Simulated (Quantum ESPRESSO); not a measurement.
Hf:

```
CELL_PARAMETERS angstrom
0.00000 2.22000 2.22000
2.22000 0.00000 2.22000
2.22000 2.22000 0.00000
ATOMIC_POSITIONS crystal
Hf 0.00000 0.00000 0.00000
```

This isn't the form of Hf at room conditions, which is hcp.

- Program: Quantum ESPRESSO 7.5
- Task: relaxation of cell and atoms
- Functional: PBEsol
- Dispersion: D4
- Potentials or basis: GBRV 1.5 PBEsol
- Cutoff: 612 eV
- Density cutoff: 4898 eV
- k mesh: 10 × 10 × 10
- Occupations: fermi-dirac, width 0.05 eV
- Spin: no spin polarisation

At the start: pressure -2.5 GPa; volume 21.88 Å³/atom.

Task: Where does the relaxation end?

Result: Over 6 steps the energy falls by 2.9 meV/atom and the volume is 21.36 Å³/atom (-2.4 %); space group Fm-3m (No. 225, to 0.05 Å).

Step by step:
```csv
step,energy change (eV),largest force (eV/Å),pressure (GPa),volume (Å³)
1,0.0000,0.0000,-2.48,21.88
2,-0.0022,0.0000,-1.40,21.66
3,-0.0027,0.0000,0.38,21.32
4,-0.0028,0.0000,0.34,21.33
5,-0.0028,0.0000,0.26,21.34
6,-0.0029,0.0000,0.14,21.36
```

Final structure:
```cif
data_structure
_symmetry_space_group_name_H-M 'P 1'
_symmetry_Int_Tables_number 1
_cell_length_a 3.1146
_cell_length_b 3.1146
_cell_length_c 3.1146
_cell_angle_alpha 60.000
_cell_angle_beta 60.000
_cell_angle_gamma 60.000
_cell_volume 21.36
loop_
_atom_site_label
_atom_site_type_symbol
_atom_site_fract_x
_atom_site_fract_y
_atom_site_fract_z
_atom_site_occupancy
Hf1 Hf 0.00000 0.00000 0.00000 1
```

Caveat: pairwise dispersion overbinds metals, which lowers pressure and volume.
